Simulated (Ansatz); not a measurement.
## From three elastic constants to directional properties of BAs

Method: Ansatz, DFT PBEsol, scalar-relativistic, plane waves, PAW. Settings: 420 eV plane-wave cutoff, Γ-centred 10×10×10 mesh, fixed occupations. No spin polarisation.

The cell is fixed (symmetry leaves no force on the atoms) and stands under 0.0 GPa:
```cif
data_structure
_symmetry_space_group_name_H-M 'F-43m'
_symmetry_Int_Tables_number 216
_cell_length_a 4.7684
_cell_length_b 4.7684
_cell_length_c 4.7684
_cell_angle_alpha 90.000
_cell_angle_beta 90.000
_cell_angle_gamma 90.000
_cell_volume 108.42
loop_
_atom_site_label
_atom_site_type_symbol
_atom_site_symmetry_multiplicity
_atom_site_Wyckoff_symbol
_atom_site_fract_x
_atom_site_fract_y
_atom_site_fract_z
_atom_site_occupancy
B1 B 4 a 0.00000 0.00000 0.00000 1
As1 As 4 d 0.25000 0.25000 0.75000 1
```

The cell is the ideal cubic zincblende prototype.

With ions relaxed, on the cubic axes: C11 = 277.6, C12 = 71.6, C44 = 149.9 GPa. The density is 5.252 g/cm³. Zone-centre modes weren't checked beside this run.

**Question.** Is the crystal stable against strain, and how anisotropic is it?

**Answer.** Born's conditions hold: C11 + 2C12 = 420.8, C11 − C12 = 205.9 and C44 = 149.9 GPa are all positive. B = (C11 + 2C12)/3 = 140.3 GPa. The two shear moduli are C44 and C′ = (C11 − C12)/2 = 103.0 GPa, so Zener's ratio is A = C44/C′ = 1.46: the tetragonal shear C′ is the soft one, as in many fcc and bcc metals and zincblende crystals. The Cauchy pressure C12 − C44 is -78.3 GPa; it would vanish for pair forces between atoms on inversion centres at zero pressure, and a negative value is usual with directional bonding, though many-body forces give one in some ionic oxides too.

**Question.** Give the sound speeds along the three symmetry directions.

**Answer.** The Christoffel equation gives ρv² for each branch:
```csv
direction,branch,ρv²,GPa,v (m/s)
[100],L,C11,277.6,7270
[100],T (×2),C44,149.9,5343
[110],L,(C11 + C12 + 2C44)/2,324.5,7861
[110],"T, u ∥ [001]",C44,149.9,5343
[110],"T, u ∥ [1-10]",(C11 − C12)/2,103.0,4428
[111],L,(C11 + 2C12 + 4C44)/3,340.2,8048
[111],T (×2),(C11 − C12 + C44)/3,118.6,4753
```

In a piezoelectric crystal some branches stiffen further, which is left out.

**Question.** How does Young's modulus depend on direction?

**Answer.** Inverting gives S11 = 4.029, S12 = -0.826, S44 = 6.669 TPa⁻¹. Along a unit vector (l, m, n), 1/E = S11 − 2(S11 − S12 − S44/2)(l²m² + m²n² + n²l²), where the last bracket is 0, 1/4 and 1/3 for [100], [110] and [111]: E = 248, 306 and 332 GPa. With A > 1 the body diagonal is stiffest. For a film on (001), the biaxial modulus is C11 + C12 − 2C12²/C11 = 312 GPa and the normal strain is −2C12/C11 = -0.52 times the in-plane one.

Cost: 1 run of about 1 core-minutes, on Intel Xeon Platinum 8375C (Ice Lake) (shared hosts).

BAs resists shear about as strongly as compression: C44, at 149.9 GPa, even exceeds the bulk modulus of 140.3 GPa. This fits a network of directional, weakly polar sp³ bonds, in which changing the bond angles costs much energy. The anisotropy follows from the tetrahedral geometry. To first order, the tetragonal shear leaves all bond lengths unchanged and only bends the angles, whereas the shear governed by C44 also stretches and compresses bonds, even though the shift of the two sublattices against each other relieves part of that strain. C′ is therefore the softer modulus, and Young's modulus and the longitudinal sound speed both peak along ⟨111⟩, the bond directions. The high sound speeds reflect this stiffness together with the low mass of boron. They favour heat transport but can't by themselves account for the very high thermal conductivity known for BAs, which also depends on the large mass difference between B and As, the resulting gap between acoustic and optical phonons, and weak anharmonic scattering.
